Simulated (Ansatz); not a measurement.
# Hg: the cost of one run

Method: DFT PBE, scalar-relativistic, plane waves, PAW, in Ansatz 0.2.0.

## 1. Starting point

Symmetry: I4_1/amd, No. 141, tetragonal system. Conventional cell: a = 5.860 Å, b = 5.860 Å, c = 3.145 Å, α = 90.00°, β = 90.00°, γ = 90.00°. Hg (site symmetry -4m2) has 6 Hg at 3.03 to 3.15 Å as nearest neighbours.

Coordinates:

```cif
data_structure
_symmetry_space_group_name_H-M 'P 1'
_symmetry_Int_Tables_number 1
_cell_length_a 4.4317
_cell_length_b 4.4317
_cell_length_c 4.4317
_cell_angle_alpha 97.234
_cell_angle_beta 97.234
_cell_angle_gamma 138.432
_cell_volume 53.99
loop_
_atom_site_label
_atom_site_type_symbol
_atom_site_fract_x
_atom_site_fract_y
_atom_site_fract_z
_atom_site_occupancy
Hg1 Hg 0.75000 0.25000 0.50000 1
Hg2 Hg 0.00000 0.00000 0.00000 1
```

The structure comes from the Materials Project (structure only).

## 2. A change within the space group

The change: strain xx, yy, zz, yz, xz, xy = -1.9, -1.9, -0.4, +0.0, +0.0, +0.0 %.

input.yaml

```yaml
crystal:
  lattice:
    - [-2.8726825294, 2.8726825294, 1.5655075146]
    - [2.8726825294, -2.8726825294, 1.5655075146]
    - [2.8726825294, 2.8726825294, -1.5655075146]
  atoms:
    - { symbol: Hg, position: [0.75, 0.25, 0.5] }
    - { symbol: Hg, position: [0.0, 0.0, 0.0] }
basis:
  ecutwfc: 420
kpoints:
  mp_grid: { grid: [16, 16, 16] }
hamiltonian:
  xc: pbe
scf:
  occupations: { method: gaussian, width: 0.1 }
output:
  forces: true
  stress: true
  eigenvalues: true
```

On the command line:

```bash
ansatz run input.yaml --threads 1 --pin off --max-ram 1331MiB --backend cpu --events-out ev --progress --plain --runs-dir out
```

What time and memory should one allow on 1 thread of an x86-64 CPU, shared host?

About 33 s, with a peak of 0.57 GiB.
